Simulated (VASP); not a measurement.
# In (Im-3m) in VASP: a series of runs

The runs below take In through single point, with PBE.

Program: VASP 6.6.1. These are calculated values, not measurements. Logs are shortened: lines on timing, memory, paths and dates and some standing lists are left out, and cuts for length are marked.

### Step 1. The undisturbed crystal

It takes space group Im-3m (No. 229, cubic). Conventional cell: a = 3.819 Å, b = 3.819 Å, c = 3.819 Å, α = 90.00°, β = 90.00°, γ = 90.00°. In (site symmetry m-3m) is surrounded by 8 In at 3.31 Å.

This isn't the form of In at room conditions, which is tetragonal.

### Step 2. Single point, PBE (strained and moved within the space group)

Contents of INCAR:

```
  ALGO = Fast
  EDIFF = 1E-6
  ENCUT = 520
  GGA = PE
  ISIF = 2
  ISMEAR = 0
  LASPH = T
  LCHARG = F
  LREAL = F
  LWAVE = F
  NBANDS = 12
  NELM = 80
  PREC = Accurate
  SIGMA = 0.1
```

Contents of KPOINTS:

```
k-points
0
Gamma
  16 16 16
```

Contents of POSCAR:

```
In
1.0
   -1.8905447975      1.8905447975      1.8905447975
    1.8905447975     -1.8905447975      1.8905447975
    1.8905447975      1.8905447975     -1.8905447975
In
1
Direct
    0.0000000000      0.0000000000      0.0000000000
```

Potentials or basis: VASP PAW PBE potentials, release 64 (In_d).

Launch:

```bash
cat potpaw_PBE.64/In_d/POTCAR > POTCAR
mpirun -np 1 vasp_std > vasp.out
```

OUTCAR:

```text
EDIFF = 1E-6
   ENCUT = 520
   GGA = PE
   ISIF = 2
   ISMEAR = 0
   LASPH = T
   LREAL = F
   NELM = 80
   PREC = Accurate

 ion  position               nearest neighbor table
   1  0.000  0.000  0.000-

  LATTYP: Found a body centered cubic cell.
 ALAT       =     3.7810895950

  Lattice vectors:

 A1 = (  -1.8905447975,   1.8905447975,   1.8905447975)
 A2 = (   1.8905447975,  -1.8905447975,   1.8905447975)
 A3 = (   1.8905447975,   1.8905447975,  -1.8905447975)

Analysis of symmetry for initial positions (statically):
=====================================================================
 Subroutine PRICEL returns:
 Original cell was already a primitive cell.

 Routine SETGRP: Setting up the symmetry group for a
 body centered cubic supercell.

 Subroutine GETGRP returns: Found 48 space group operations
 (whereof 48 operations were pure point group operations)
 out of a pool of 48 trial point group operations.

The static configuration has the point symmetry O_h .

Analysis of symmetry for dynamics (positions and initial velocities):
=====================================================================
 Subroutine PRICEL returns:
 Original cell was already a primitive cell.

 Routine SETGRP: Setting up the symmetry group for a
 body centered cubic supercell.

 Subroutine GETGRP returns: Found 48 space group operations
 (whereof 48 operations were pure point group operations)
 out of a pool of 48 trial point group operations.

The dynamic configuration has the point symmetry O_h .

 Subroutine INISYM returns: Found 48 space group operations
 (whereof 48 operations are pure point group operations),
 and found     1 'primitive' translations

----------------------------------------------------------------------------------------

                                     Primitive cell

  volume of cell :      27.0284

  direct lattice vectors                    reciprocal lattice vectors
    -1.890544798  1.890544798  1.890544798     0.000000000  0.264474029  0.264474029
     1.890544798 -1.890544798  1.890544798     0.264474029  0.000000000  0.264474029
     1.890544798  1.890544798 -1.890544798     0.264474029  0.264474029  0.000000000

  length of vectors
     3.274519643  3.274519643  3.274519643     0.374022759  0.374022759  0.374022759

  position of ions in fractional coordinates (direct lattice)
     0.000000000  0.000000000  0.000000000

  ion indices of the primitive-cell ions
   primitive index   ion index
                 1           1

----------------------------------------------------------------------------------------

 KPOINTS: k-points

Automatic generation of k-mesh.
 Grid dimensions read from file:
 generate k-points for:   16   16   16

 Generating k-lattice:

  Cartesian coordinates                     Fractional coordinates (reciprocal lattice)
     0.000000000  0.016529627  0.016529627     0.062500000  0.000000000  0.000000000
     0.016529627  0.000000000  0.016529627     0.000000000  0.062500000  0.000000000
     0.016529627  0.016529627  0.000000000     0.000000000  0.000000000  0.062500000

  Length of vectors
     0.023376422  0.023376422  0.023376422

  Shift w.r.t. Gamma in fractional coordinates (k-lattice)
     0.000000000  0.000000000  0.000000000

 Subroutine IBZKPT returns following result:
 ===========================================

 Found    145 irreducible k-points:

 Following reciprocal coordinates:
            Coordinates               Weight
  0.000000  0.000000  0.000000      1.000000
  0.062500  0.000000  0.000000     12.000000
  0.125000  0.000000  0.000000     12.000000
  0.187500  0.000000  0.000000     12.000000
  0.250000  0.000000  0.000000     12.000000
  0.312500  0.000000  0.000000     12.000000
[... 16 lines left out ...]
  0.187500  0.187500  0.000000     24.000000
  0.250000  0.187500 -0.000000     48.000000
 [... further k-points ...]
   k-points           NKPTS =    145   k-points in BZ     NKDIM =    145   number of bands    NBANDS=     12
   number of dos      NEDOS =    301   number of ions     NIONS =      1
   total plane-waves  NPLWV =  13824
   dimension x,y,z NGX =    24 NGY =   24 NGZ =   24
   dimension x,y,z NGXF=    48 NGYF=   48 NGZF=   48
   ions per type =               1
   NGX,Y,Z   is equivalent  to a cutoff of  12.18, 12.18, 12.18 a.u.
   NGXF,Y,Z  is equivalent  to a cutoff of  24.37, 24.37, 24.37 a.u.
 SYSTEM =  unknown system
   PREC   = accura    normal or accurate (medium, high low for compatibility)
   ISTART =      0    job   : 0-new  1-cont  2-samecut
   ICHARG =      2    charge: 1-file 2-atom 10-const
   ISPIN  =      1    spin polarized calculation?
   LNONCOLLINEAR =      F non collinear calculations
   LSORBIT =      F    spin-orbit coupling
   LASPH  =      T    aspherical Exc in radial PAW
   ENCUT  =  520.0 eV  38.22 Ry    6.18 a.u.   6.09  6.09  6.09*2*pi/ulx,y,z
   NELM   =     80;   NELMIN=  2; NELMDL= -5     # of ELM steps
   EDIFF  = 0.1E-05   stopping-criterion for ELM
   LREAL  =      F    real-space projection
   EDIFFG = 0.1E-04   stopping-criterion for IOM
   NSW    =      0    number of steps for IOM
   IBRION =     -1    ionic relax: 0-MD 1-quasi-New 2-CG
   NFREE  =      0    steps in history (QN), initial steepest desc. (CG)
   ISIF   =      2    stress and relaxation
   ISYM   =      2    0-nonsym 1-usesym 2-fastsym
   POTIM  = 0.5000    time-step for ionic-motion
   TEBEG  =    0.0;   TEEND  =   0.0 temperature during run
   PSTRESS=    0.0 pullay stress
   NELECT =      13.0000    total number of electrons
   NUPDOWN=      -1.0000    fix difference up-down
   EMIN   =  10.00;   EMAX   =-10.00  energy-range for DOS
   EFERMI =   0.00;   METHOD = LEGACY
   ISMEAR =     0;   SIGMA  =   0.10  broadening in eV -4-tet -1-fermi 0-gaus
   EFERMI_NEDOS =   21; number of points for ismear=-14 and -15
   IALGO  =     68    algorithm
   IMIX   =      4    mixing-type and parameters
     AMIX     =   0.40;   BMIX     =  1.00
     AMIX_MAG =   1.60;   BMIX_MAG =  1.00
  volume/ion in A,a.u.               =      27.03       182.40
  Fermi-wavevector in a.u.,A,eV,Ry     =   1.282672  2.423899 22.384954  1.645248
  Thomas-Fermi vector in A             =   2.414970
   LORBIT       =      0    0 simple, 1 ext, 2 COOP (PROOUT), +10 PAW based schemes
   GGA     = PE    functional components
   LHFCALC =     F    Hartree Fock is set to
   AEXX    =    0.0000 exact exchange contribution
   IVDW    =     0    specifies the selected vdW correction
   LEPSILON=     F    determine dielectric tensor
   LRPA    =     F    only Hartree local field effects (RPA)
 non-spin polarized calculation
 RMM-DIIS sequential band-by-band and
 Gauss-broadening in eV      SIGMA  =   0.10
  energy-cutoff  :      520.00
  volume of cell :       27.03
 maximum number of plane-waves:       737
   NGX = 13   NGY = 13   NGZ = 13

 number of electron      13.0000012 magnetization

 Free energy of the ion-electron system (eV)
  ---------------------------------------------------
  ext. energy  EPLUGINS =         0.00000000
  ---------------------------------------------------
  free energy    TOTEN  =        -2.54583473 eV

  energy without entropy =       -2.54248814  energy(sigma->0) =       -2.54416144

 E-fermi :   7.1762     XC(G=0): -10.1003

 val. band max:        7.1526155083   @ k =  -0.3750   0.4375   0.1875
 cond. band min:       7.1771937640   @ k =  -0.4375   0.5000   0.3125
 fundamental gap:      0.0245782557
 Fermi energy:         7.1762312331

 k-point     1 :       0.0000    0.0000    0.0000
  band No.  band energies     occupation
      1      -7.4848      2.00000
      2      -7.4848      2.00000
      3      -7.4848      2.00000
      4      -7.2292      2.00000
      5      -7.2292      2.00000
      6      -2.1568      2.00000
      7      17.9235      0.00000
      8      17.9235      0.00000
      9      17.9235      0.00000
     10      20.0685      0.00000
     11      20.0685      0.00000
     12      20.0685      0.00000

 k-point     2 :       0.0625    0.0000    0.0000
  band No.  band energies     occupation
      1      -7.4887      2.00000
      2      -7.4810      2.00000
      3      -7.4698      2.00000
      4      -7.2335      2.00000
      5      -7.2295      2.00000
      6      -2.0687      2.00000
      7      17.0154      0.00000
      8      17.4901      0.00000
      9      17.7230      0.00000
     10      19.4009      0.00000
     11      19.6987      0.00000
     12      19.9425      0.00000

 k-point     3 :       0.1250    0.0000    0.0000
  band No.  band energies     occupation
      1      -7.4998      2.00000
      2      -7.4717      2.00000
      3      -7.4266      2.00000
      4      -7.2445      2.00000
      5      -7.2299      2.00000
      6      -1.8028      2.00000
      7      15.0475      0.00000
      8      16.5805      0.00000
      9      17.1598      0.00000
     10      18.7558      0.00000
     11      19.0628      0.00000
     12      19.9724      0.00000
[... 286 lines left out ...]
 k-point    23 :       0.1875    0.1875    0.0000
  band No.  band energies     occupation
      1      -7.5288      2.00000
      2      -7.4553      2.00000
      3      -7.2755      2.00000
      4      -7.2527      2.00000
      5      -7.2077      2.00000
      6       0.2700      2.00000
      7       9.7570      0.00000
      8      11.0427      0.00000
      9      14.3713      0.00000
     10      19.1379      0.00000
     11      19.2139      0.00000
     12      22.1585      0.00000

 k-point    24 :       0.2500    0.1875   -0.0000
  band No.  band energies     occupation
      1      -7.5380      2.00000
      2      -7.4471      2.00000
      3      -7.2695      2.00000
      4      -7.2556      2.00000
      5      -7.1728      2.00000
      6       1.1714      2.00000
      7       8.2429      0.00000
      8      10.1296      0.00000
      9      13.8988      0.00000
     10      18.8402      0.00000
     11      19.9085      0.00000
     12      22.4196      0.00000

 [... further k-points ...]

------------------------ aborting loop because EDIFF is reached ----------------------------------------

  FORCE on cell =-STRESS in cart. coord.  units (eV):
  Direction    XX          YY          ZZ          XY          YZ          ZX
  --------------------------------------------------------------------------------------
  -------------------------------------------------------------------------------------
  Total        0.1785048      0.1785048      0.1785048     -0.0000000      0.0000000      0.0000000
  in kB       10.5813148     10.5813148     10.5813148     -0.0000000      0.0000000      0.0000000
  external PRESSURE =      10.5813148 kB  Pullay stress =       0.0000000 kB

 VOLUME and BASIS-vectors are now :
 -----------------------------------------------------------------------------
  energy-cutoff  :      520.00
  volume of cell :       27.03
      direct lattice vectors                 reciprocal lattice vectors
    -1.890544798  1.890544798  1.890544798     0.000000000  0.264474029  0.264474029
     1.890544798 -1.890544798  1.890544798     0.264474029  0.000000000  0.264474029
     1.890544798  1.890544798 -1.890544798     0.264474029  0.264474029  0.000000000

 POSITION                                       TOTAL-FORCE (eV/Angst)
 -----------------------------------------------------------------------------------
      0.00000      0.00000      0.00000         0.000000      0.000000     -0.000000
 -----------------------------------------------------------------------------------
    total drift:                                0.000000      0.000000     -0.000000

  FREE ENERGIE OF THE ION-ELECTRON SYSTEM (eV)
  ---------------------------------------------------
  free  energy   TOTEN  =        -2.5458347332 eV

  energy  without entropy=       -2.5424881432  energy(sigma->0) =       -2.54416144
```

Run time: 15 s. Hardware: 1 thread of Intel Xeon 6975P-C (Granite Rapids), shared host; peak memory 0.16 GiB.

Results:

| Property | Result |
| --- | --- |
| Free energy | -2.5458 eV |
| Pressure | 1.1 GPa |
| Band gap on the k mesh | none (metal or under the smearing width) |

### Step 3. Single point, PBE (In replaced by Sc, lengths x 1.118, strained and moved within the space group)

Contents of INCAR:

```
SYSTEM = Sc
PREC     = Accurate       ! precision mode
ENCUT    = 520            ! plane-wave cutoff, eV
EDIFF    = 1E-7           ! SCF threshold, eV
ISMEAR   = 0              ! smearing method
SIGMA    = 0.1            ! smearing width, eV
LREAL    = .False.        ! projectors in reciprocal space
LASPH    = .True.         ! aspherical terms in the spheres
NELM     = 60             ! most SCF steps
ALGO     = Normal         ! electronic algorithm
ISIF     = 2              ! what is computed and relaxed
LWAVE    = .False.        ! write WAVECAR
LCHARG   = .False.        ! write CHGCAR
GGA      = PE             ! functional
NBANDS   = 12             ! bands
```

Contents of KPOINTS:

```
regular mesh
0
Gamma
  6 6 6
  0 0 0
```

Contents of POSCAR:

```
Sc
1.0
   -2.1017307743      2.1017307743      2.1017307743
    2.1017307743     -2.1017307743      2.1017307743
    2.1017307743      2.1017307743     -2.1017307743
Sc
1
Direct
    0.0000000000      0.0000000000      0.0000000000
```

Potentials or basis: VASP PAW PBE potentials, release 64 (Sc_sv).

Launch:

```bash
cat potpaw_PBE.64/Sc_sv/POTCAR > POTCAR
mpirun -np 1 vasp_std > vasp.out
```

It took 7.7 s on 1 thread of Intel Xeon 6975P-C (Granite Rapids), shared host; peak memory 0.15 GiB.

The run converged. Its results:

* Free energy: -5.6082 eV
* Pressure: -10.5 GPa
* Band gap on the k mesh: none (metal or under the smearing width)

Levels at points of the mesh, in eV from the Fermi level:
| k point | band 2 | band 3 | band 4 | band 5 | band 6 | band 7 | band 8 | band 9 |
| --- | --- | --- | --- | --- | --- | --- | --- | --- |
| (0.00, 0.00, 0.00) | -29.10 | -29.10 | -29.10 | -4.29 | 0.92 | 0.92 | 0.92 | 1.75 |
| (0.50, 0.00, 0.00) | -29.19 | -29.13 | -29.10 | -1.27 | 0.06 | 0.27 | 1.69 | 1.88 |
| (0.50, 0.50, 0.50) | -29.16 | -29.16 | -29.16 | -0.57 | -0.57 | 2.29 | 2.29 | 2.29 |
